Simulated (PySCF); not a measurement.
Results of PBE (PySCF, GTH pseudopotentials, Gaussian basis) for zinc-blende AlSb.

Cell (relaxed at this level):

```yaml
crystal:
  lattice:
    - [0.00000, 3.12209, 3.12209]
    - [3.12209, 0.00000, 3.12209]
    - [3.12209, 3.12209, 0.00000]
  atoms:
    - { symbol: Al, position: [0.00000, 0.00000, 0.00000] }
    - { symbol: Sb, position: [0.25000, 0.25000, 0.25000] }
```

**Question.** Predict the bulk modulus B0, cohesive energy and pressure derivative B′ of the bulk modulus.

**Answer.** 
bulk modulus B0: 48.7 GPa ± 1
cohesive energy: 3.10 eV/atom ± 0.05
pressure derivative B′ of the bulk modulus: 4.4

Measured, for comparison: bulk modulus 58.2 GPa (temperature not stated, no zero-point or thermal correction; as tabulated in Toher et al. (2017), arXiv:1611.05714); cohesive energy 3.31 eV/atom (zero-point energy (9/8 kB θD) added and atomic spin-orbit splittings removed, spin-orbit-averaged atoms; as tabulated in Paulus et al. (1996), arXiv:cond-mat/9605064). Computed (rounded) less measured: bulk modulus -16 %, cohesive energy -0.21 eV/atom.

A ± is a rough bar: the spread of an extrapolation, a floor set from checks against published values, or a statistical error.

Spin–orbit coupling is not included.

Static lattice: no zero-point or thermal effects.

It cost around 3 core-hours (rough) of CPU time.
